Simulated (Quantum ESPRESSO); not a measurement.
# SiC (Moissanite) (P6_3mc) in Quantum ESPRESSO: equation of state

How stiff is SiC (Moissanite) in PBE, and what volume does it want? The cell is scaled to several volumes.

Everything below comes from runs of Quantum ESPRESSO 7.5. Logs are shortened: lines on timing, memory, paths and dates and some standing lists are left out, and cuts for length are marked.

### Step 1. Starting point

Symmetry: P6_3mc, No. 186, hexagonal system. Conventional cell: a = 3.076 Å, b = 3.076 Å, c = 5.048 Å, α = 90.00°, β = 90.00°, γ = 120.00°. Si (site symmetry 3m) is surrounded by 4 C at 1.87 to 1.94 Å. C (site symmetry 3m) is surrounded by 4 Si at 1.87 to 1.94 Å.

### Step 2. Single point, PBE, 9.72 Å³/atom

pw.in reads:

```
&CONTROL
  calculation = 'scf'
  prefix = 'pwscf'
  outdir = './tmp'
  pseudo_dir = './pseudo'
  tprnfor = .true.
  tstress = .true.
  disk_io = 'nowf'
/
&SYSTEM
  ibrav = 0
  nat = 4
  ntyp = 2
  ecutwfc = 55
  ecutrho = 440
  nbnd = 14
  occupations = 'smearing'
  smearing = 'fd'
  degauss = 0.00367493
/
&ELECTRONS
  conv_thr = 8d-10
  electron_maxstep = 120
  mixing_beta = 0.5
/
ATOMIC_SPECIES
Si    28.0850 Si.pbe-n-rrkjus_psl.1.0.0.UPF
C     12.0110 C.pbe-n-kjpaw_psl.1.0.0.UPF
CELL_PARAMETERS angstrom
   3.0132068704    0.0000000000    0.0000000000
  -1.5066034352    2.6095136966    0.0000000000
   0.0000000000    0.0000000000    4.9449506768
ATOMIC_POSITIONS crystal
Si     0.6666666667    0.3333333333    0.5000000000
Si     0.3333333333    0.6666666667    0.0000000000
C      0.6666666667    0.3333333333    0.8850000000
C      0.3333333333    0.6666666667    0.3850000000
K_POINTS automatic
10 10 5 0 0 0
```

Potentials or basis: SSSP 1.3 efficiency PBE.

Command:

```bash
> OMP_NUM_THREADS=1 pw.x -in pw.in > pw.out
```

pw.out:

```text
This program is part of the open-source Quantum ESPRESSO suite
     for quantum simulation of materials; please cite
         "P. Giannozzi et al., J. Phys.:Condens. Matter 21 395502 (2009);
         "P. Giannozzi et al., J. Phys.:Condens. Matter 29 465901 (2017);
         "P. Giannozzi et al., J. Chem. Phys. 152 154105 (2020);
     in publications or presentations arising from this work. More details at

     file C.pbe-n-kjpaw_psl.1.0.0.UPF: wavefunction(s)  2S 2P renormalized
     Message from routine setup:
     using ibrav=0 with symmetry is DISCOURAGED, use correct ibrav instead

     G-vector sticks info
     --------------------
     sticks:   dense  smooth     PW     G-vecs:    dense   smooth      PW
     Sum         979     499    151                40821    14475    2383

     Using Slab Decomposition

     bravais-lattice index     =            0
     lattice parameter (alat)  =       5.6941  a.u.
     unit-cell volume          =     262.3899 (a.u.)^3
     number of atoms/cell      =            4
     number of atomic types    =            2
     number of electrons       =        16.00
     number of Kohn-Sham states=           14
     kinetic-energy cutoff     =      55.0000  Ry
     charge density cutoff     =     440.0000  Ry
     scf convergence threshold =      8.0E-10
     mixing beta               =       0.5000
     number of iterations used =            8  plain     mixing
     Exchange-correlation= SLA  PW   PBX  PBC
                           (   1   4   3   4   0   0   0)

     celldm(1)=   5.694136  celldm(2)=   0.000000  celldm(3)=   0.000000
     celldm(4)=   0.000000  celldm(5)=   0.000000  celldm(6)=   0.000000

     crystal axes: (cart. coord. in units of alat)
               a(1) = (   1.000000   0.000000   0.000000 )
               a(2) = (  -0.500000   0.866025   0.000000 )
               a(3) = (   0.000000   0.000000   1.641092 )

     reciprocal axes: (cart. coord. in units 2 pi/alat)
               b(1) = (  1.000000  0.577350 -0.000000 )
               b(2) = (  0.000000  1.154701  0.000000 )
               b(3) = (  0.000000 -0.000000  0.609350 )

     PseudoPot. # 1 for Si read from file:
     Si.pbe-n-rrkjus_psl.1.0.0.UPF
     Pseudo is Ultrasoft + core correction, Zval =  4.0
     Generated using "atomic" code by A. Dal Corso  v.5.1
     Using radial grid of 1141 points,  6 beta functions with:
                l(1) =   0
                l(2) =   0
                l(3) =   1
                l(4) =   1
                l(5) =   2
                l(6) =   2
     Q(r) pseudized with 0 coefficients

     PseudoPot. # 2 for C  read from file:
     C.pbe-n-kjpaw_psl.1.0.0.UPF
     Pseudo is Projector augmented-wave + core cor, Zval =  4.0
     Generated using "atomic" code by A. Dal Corso  v.5.1
     Shape of augmentation charge: PSQ
     Using radial grid of 1073 points,  4 beta functions with:
                l(1) =   0
                l(2) =   0
                l(3) =   1
                l(4) =   1
     Q(r) pseudized with 0 coefficients

     atomic species   valence    mass     pseudopotential
     Si                4.00    28.08500     Si( 1.00)
     C                 4.00    12.01100     C ( 1.00)

     12 Sym. Ops. (no inversion) found ( 6 have fractional translation)

   Cartesian axes

     site n.     atom                  positions (alat units)
         1        Si     tau(   1) = (   0.5000000   0.2886751   0.8205462  )
         2        Si     tau(   2) = (  -0.0000000   0.5773503   0.0000000  )
         3        C      tau(   3) = (   0.5000000   0.2886751   1.4523667  )
         4        C      tau(   4) = (  -0.0000000   0.5773503   0.6318205  )

     number of k points=    42  Fermi-Dirac smearing, width (Ry)=  0.0037
                       cart. coord. in units 2pi/alat
        k(    1) = (   0.0000000   0.0000000   0.0000000), wk =   0.0040000
        k(    2) = (   0.0000000   0.0000000   0.1218700), wk =   0.0080000
        k(    3) = (   0.0000000   0.0000000   0.2437401), wk =   0.0080000
        k(    4) = (   0.0000000   0.1154701   0.0000000), wk =   0.0240000
        k(    5) = (   0.0000000   0.1154701   0.1218700), wk =   0.0480000
        k(    6) = (   0.0000000   0.1154701   0.2437401), wk =   0.0480000
[... 34 lines left out ...]
        k(   41) = (   0.3000000   0.5196152   0.1218700), wk =   0.0480000
        k(   42) = (   0.3000000   0.5196152   0.2437401), wk =   0.0480000

     Dense  grid:    40821 G-vectors     FFT dimensions: (  40,  40,  64)

     Smooth grid:    14475 G-vectors     FFT dimensions: (  27,  27,  48)

     Initial potential from superposition of free atoms

     starting charge      15.9988, renormalised to      16.0000
     Starting wfcs are   16 randomized atomic wfcs

     Self-consistent Calculation

     iteration #  1     ecut=    55.00 Ry     beta= 0.50
     Davidson diagonalization with overlap
     ethr =  1.00E-02,  avg # of iterations =  3.2

     total energy              =     -59.54593046 Ry
     estimated scf accuracy    <       0.93837845 Ry

     iteration #  2     ecut=    55.00 Ry     beta= 0.50
     Davidson diagonalization with overlap
     ethr =  5.86E-03,  avg # of iterations =  2.0

     total energy              =     -59.76644636 Ry
     estimated scf accuracy    <       0.03591173 Ry

     iteration #  3     ecut=    55.00 Ry     beta= 0.50
     Davidson diagonalization with overlap
     ethr =  2.24E-04,  avg # of iterations =  5.0

     total energy              =     -59.76848901 Ry
     estimated scf accuracy    <       0.00680121 Ry

     iteration #  4     ecut=    55.00 Ry     beta= 0.50
     Davidson diagonalization with overlap
     ethr =  4.25E-05,  avg # of iterations =  2.9

     total energy              =     -59.76888895 Ry
     estimated scf accuracy    <       0.00147144 Ry

     iteration #  5     ecut=    55.00 Ry     beta= 0.50
     Davidson diagonalization with overlap
     ethr =  9.20E-06,  avg # of iterations =  3.6

     total energy              =     -59.76919655 Ry
     estimated scf accuracy    <       0.00001838 Ry

     iteration #  6     ecut=    55.00 Ry     beta= 0.50
     Davidson diagonalization with overlap
     c_bands:  1 eigenvalues not converged
     c_bands:  2 eigenvalues not converged
     ethr =  1.15E-07,  avg # of iterations =  4.2

     total energy              =     -59.76920392 Ry
     estimated scf accuracy    <       0.00000051 Ry

     iteration #  7     ecut=    55.00 Ry     beta= 0.50
     Davidson diagonalization with overlap
     ethr =  3.18E-09,  avg # of iterations =  2.5

     total energy              =     -59.76920392 Ry
     estimated scf accuracy    <       0.00000026 Ry

     iteration #  8     ecut=    55.00 Ry     beta= 0.50
     Davidson diagonalization with overlap
     ethr =  1.60E-09,  avg # of iterations =  2.0

     End of self-consistent calculation

          k = 0.0000 0.0000 0.0000 (  1799 PWs)   bands (ev):

    -5.6604  -1.9171   1.4976   8.9869   8.9869  10.3015  10.3015  10.5744
    15.7471  17.2422  17.4463  17.4463  18.6970  19.7151

          k = 0.0000 0.0000 0.1219 (  1834 PWs)   bands (ev):

    -5.4562  -2.6858   2.6002   9.0965   9.0965   9.4874  10.1579  10.1579
    15.9286  17.4994  17.4994  17.9574  18.2737  19.2724

          k = 0.0000 0.0000 0.2437 (  1822 PWs)   bands (ev):

    -4.8524  -3.8854   4.7703   7.2228   9.3977   9.3977   9.8017   9.8017
    16.4583  17.2739  17.8000  17.8000  18.4489  18.4489

          k = 0.0000 0.1155 0.0000 (  1789 PWs)   bands (ev):

    -5.4782  -1.7613   1.6701   8.0305   8.6800   9.6748  10.2021  10.4500
    16.1299  17.0895  17.6588  17.8568  18.7688  19.5435

          k = 0.0000 0.1155 0.1219 (  1815 PWs)   bands (ev):

    -5.2747  -2.5200   2.7531   8.1693   8.8012   9.1514   9.8287  10.0257
    16.1993  17.0488  17.9379  18.1002  18.5498  19.1108

          k = 0.0000 0.1155 0.2437 (  1822 PWs)   bands (ev):

    -4.6733  -3.7109   4.8768   7.2206   8.5705   9.1380   9.1446   9.6016
    16.5323  17.0627  17.7761  18.1855  18.2921  18.9678

          k = 0.0000 0.2309 0.0000 (  1790 PWs)   bands (ev):

    -4.9383  -1.3132   2.1705   6.0747   8.0486   8.1979   9.8834  10.0081
    15.2287  17.1923  18.0140  18.5894  18.5950  19.9339

          k = 0.0000 0.2309 0.1219 (  1816 PWs)   bands (ev):

    -4.7372  -2.0370   3.1668   6.2831   7.7225   8.1862   9.6142   9.6538
    15.1424  16.8157  17.6406  18.8349  19.0080  20.0119

          k = 0.0000 0.2309 0.2437 (  1817 PWs)   bands (ev):

    -4.1435  -3.1970   5.0183   6.6059   7.0031   8.2928   8.5743   9.1253
    15.3392  16.1391  17.9578  18.8060  19.4485  20.2396

          k = 0.0000 0.3464 0.0000 (  1806 PWs)   bands (ev):

    -4.0662  -0.6690   2.8511   4.1760   6.4569   7.4468   9.1233   9.4846
    14.2037  15.8285  18.2269  18.5085  19.1534  20.4557

          k = 0.0000 0.3464 0.1219 (  1802 PWs)   bands (ev):

    -3.8702  -1.3023   3.3193   4.8103   5.9190   7.5946   9.2161   9.2184
    14.1976  15.3883  17.3515  19.0364  19.4594  20.5631

          k = 0.0000 0.3464 0.2437 (  1803 PWs)   bands (ev):

    -3.2936  -2.3843   4.0367   4.9094   6.5514   8.0146   8.3771   8.6210
    14.3191  15.1397  16.8593  18.3063  20.2948  21.6492

          k = 0.0000 0.4619 0.0000 (  1820 PWs)   bands (ev):

    -2.9464  -0.2727   2.4301   4.2245   4.8386   7.0420   7.9118   9.1825
    13.5169  15.0689  17.9409  18.1558  19.9281  20.8801

          k = 0.0000 0.4619 0.1219 (  1803 PWs)   bands (ev):

    -2.7617  -0.6101   2.1760   4.1610   5.3203   7.1949   8.4473   8.8971
    13.6703  14.4192  17.4084  18.7857  18.8563  20.7403

          k = 0.0000 0.4619 0.2437 (  1810 PWs)   bands (ev):

    -2.2268  -1.4235   2.3958   3.1575   7.1151   7.6307   8.2646   8.5257
    13.7344  14.3551  16.0856  17.0930  20.3862  22.0379

          k = 0.0000-0.5774 0.0000 (  1814 PWs)   bands (ev):

    -2.1208  -0.6372   2.4127   3.8701   4.9121   6.9010   7.1293   9.0725
    13.2779  14.8455  17.8003  18.0124  20.8778  21.0684

          k = 0.0000-0.5774 0.1219 (  1814 PWs)   bands (ev):

    -1.9549  -0.6514   1.8858   3.2100   5.8666   7.0554   7.8692   8.7812
    13.5046  14.1052  17.6537  18.4206  18.6649  20.5813

          k = 0.0000-0.5774 0.2437 (  1812 PWs)   bands (ev):

    -1.4964  -0.9288   1.6172   2.1992   7.4957   7.4960   8.1382   8.4956
    13.5966  13.9760  16.1318  16.2904  20.3419  22.0353

          k = 0.1000 0.1732 0.0000 (  1807 PWs)   bands (ev):

    -5.1170  -1.4587   2.0075   6.8044   7.8101   8.9485   9.8035  10.1827
    16.4786  16.5921  17.8486  18.2372  18.8116  19.3519

          k = 0.1000 0.1732 0.1219 (  1813 PWs)   bands (ev):

    -4.9151  -2.1952   3.0401   6.9844   7.8478   8.5302   9.5792   9.7342
    16.2103  16.6076  17.7942  18.2150  19.2170  19.2510

          k = 0.1000 0.1732 0.2437 (  1814 PWs)   bands (ev):

    -4.3187  -3.3665   5.0226   6.9596   7.5241   8.2978   8.7494   9.0715
    16.2238  16.5542  17.9302  18.0575  19.3548  19.4763

          k = 0.1000 0.2887 0.0000 (  1801 PWs)   bands (ev):

    -4.4094  -0.9032   2.6309   5.0534   6.6806   7.7203   9.2324   9.5533
    15.4923  16.3635  18.0119  18.3230  18.7094  19.9468

          k = 0.1000 0.2887 0.1219 (  1806 PWs)   bands (ev):

    -4.2111  -1.5808   3.4470   5.3886   6.5300   7.4696   8.9244   9.5165
    15.3196  16.3653  17.1120  18.7153  19.2125  20.3541

          k = 0.1000 0.2887 0.2437 (  1807 PWs)   bands (ev):

    -3.6269  -2.7004   4.7059   5.7203   6.6013   7.6429   8.2419   8.5669
    15.3305  15.9707  17.5719  18.6304  19.8091  19.8208

          k = 0.1000 0.4041 0.0000 (  1803 PWs)   bands (ev):

    -3.4005  -0.3084   2.8967   4.0057   5.4937   6.6293   8.5093   8.7655
    14.7261  15.1582  18.0196  18.6399  19.5652  20.9724

          k = 0.1000 0.4041 0.1219 (  1806 PWs)   bands (ev):

    -3.2100  -0.8173   2.8394   4.8402   5.1789   6.6842   8.3828   8.9556
    14.5962  15.2423  17.2169  18.4365  19.7367  20.7191

          k = 0.1000 0.4041 0.2437 (  1810 PWs)   bands (ev):
[... 49 lines left out ...]
          k = 0.2000 0.5774 0.0000 (  1812 PWs)   bands (ev):

    -1.6447  -0.5209   2.8953   4.1697   4.5980   5.5651   6.9972   7.2511
    13.4573  16.5165  18.6331  19.9344  20.4396  20.9600

          k = 0.2000 0.5774 0.1219 (  1808 PWs)   bands (ev):

    -1.4928  -0.5063   2.4280   3.4939   4.6261   6.5735   6.7463   7.8657
    14.0340  16.5997  17.3758  18.3894  19.8996  21.5536

          k = 0.2000 0.5774 0.2437 (  1800 PWs)   bands (ev):

    -1.0888  -0.6522   2.0676   2.5266   5.0937   5.8818   8.1239   8.7586
    14.7108  15.7969  16.9458  17.2068  19.4224  20.3893

          k = 0.3000 0.5196 0.0000 (  1795 PWs)   bands (ev):

    -1.4301  -0.4601   3.3861   3.5657   4.5488   5.7703   6.4685   6.8948
    12.9489  18.3530  19.1993  19.5496  20.6418  20.6947

          k = 0.3000 0.5196 0.1219 (  1809 PWs)   bands (ev):

    -1.2860  -0.4398   2.9320   3.4154   3.9954   5.9822   6.7909   7.7501
    13.7597  17.3455  18.1748  18.3464  20.6582  21.6177

          k = 0.3000 0.5196 0.2437 (  1818 PWs)   bands (ev):

    -0.9128  -0.5406   2.4287   2.7619   4.2609   5.0739   8.2899   8.7510
    15.4192  15.7168  16.4964  17.6523  20.8920  21.2908

     the Fermi energy is    11.7761 ev

!    total energy              =     -59.76920398 Ry
     estimated scf accuracy    <          5.0E-10 Ry
     smearing contrib. (-TS)   =      -0.00000000 Ry
     internal energy E=F+TS    =     -59.76920398 Ry

     The total energy is F=E-TS. E is the sum of the following terms:
     one-electron contribution =      12.72162832 Ry
     hartree contribution      =       4.65617224 Ry
     xc contribution           =     -22.15399587 Ry
     ewald contribution        =     -42.66004676 Ry
     one-center paw contrib.   =     -12.33296192 Ry

     convergence has been achieved in   8 iterations

     Forces acting on atoms (cartesian axes, Ry/au):

     atom    1 type  1   force =     0.00000000    0.00000000    0.03349274
     atom    2 type  1   force =     0.00000000    0.00000000    0.03349274
     atom    3 type  2   force =     0.00000000    0.00000000   -0.03349274
     atom    4 type  2   force =     0.00000000   -0.00000000   -0.03349274

     Total force =     0.066985     Total SCF correction =     0.000011

     Computing stress (Cartesian axis) and pressure

          total   stress  (Ry/bohr**3)                   (kbar)     P=      198.38
   0.00152496  -0.00000000  -0.00000000          224.33       -0.00       -0.00
   0.00000000   0.00152496  -0.00000000            0.00      224.33       -0.00
  -0.00000000  -0.00000000   0.00099578           -0.00       -0.00      146.48

=------------------------------------------------------------------------------=
   JOB DONE.
=------------------------------------------------------------------------------=
```

Run time: 22 s. Hardware: 1 thread of Arm Neoverse V1, shared host; peak memory 0.2 GiB.

Results:

```yaml
Free_energy: -813.2014 eV
Pressure: 19.8 GPa
Largest_force: 0.861 eV/Å
Band_gap_on_the_k_mesh: 2.37 eV, indirect (least direct gap 4.21 eV)
```

Caveat: an odd mesh through Γ misses points on the zone boundary, where band edges often lie.

### Step 3. Single point, PBE, 9.93 Å³/atom

pw.in: that of step 2 with these lines changed.

```diff
@@ -29,5 +29,5 @@
 CELL_PARAMETERS angstrom
-   3.0132068704    0.0000000000    0.0000000000
-  -1.5066034352    2.6095136966    0.0000000000
-   0.0000000000    0.0000000000    4.9449506768
+   3.0344273363    0.0000000000    0.0000000000
+  -1.5172136681    2.6278911591    0.0000000000
+   0.0000000000    0.0000000000    4.9797754205
 ATOMIC_POSITIONS crystal
```

Potentials or basis: SSSP 1.3 efficiency PBE.

Command:

```bash
> OMP_NUM_THREADS=1 pw.x -in pw.in > pw.out
```

Wall time 22 s (1 thread of Arm Neoverse V1, shared host); peak memory 0.2 GiB.

It converged, with:

```
Free energy            : -813.2890 eV
Pressure               : 14.0 GPa
Largest force          : 0.825 eV/Å
Band gap on the k mesh : 2.41 eV, indirect (least direct gap 4.16 eV)
```

Caveat: an odd mesh through Γ misses points on the zone boundary, where band edges often lie.

### Step 4. Single point, PBE, 10.13 Å³/atom

pw.in: that of step 3 with these lines changed.

```diff
@@ -29,5 +29,5 @@
 CELL_PARAMETERS angstrom
-   3.0344273363    0.0000000000    0.0000000000
-  -1.5172136681    2.6278911591    0.0000000000
-   0.0000000000    0.0000000000    4.9797754205
+   3.0553550827    0.0000000000    0.0000000000
+  -1.5276775413    2.6460151191    0.0000000000
+   0.0000000000    0.0000000000    5.0141197845
 ATOMIC_POSITIONS crystal
```

Command:

```bash
> OMP_NUM_THREADS=1 pw.x -in pw.in > pw.out
```

Run time: 27 s. Hardware: 1 thread of Arm Neoverse V1, shared host; peak memory 0.21 GiB.

Results (log left out):

```
Free energy            : -813.3478 eV
Pressure               : 8.7 GPa
Largest force          : 0.790 eV/Å
Band gap on the k mesh : 2.45 eV, indirect (least direct gap 4.12 eV)
```

Caveat: an odd mesh through Γ misses points on the zone boundary, where band edges often lie.

(Continued in part 2 of 2.)
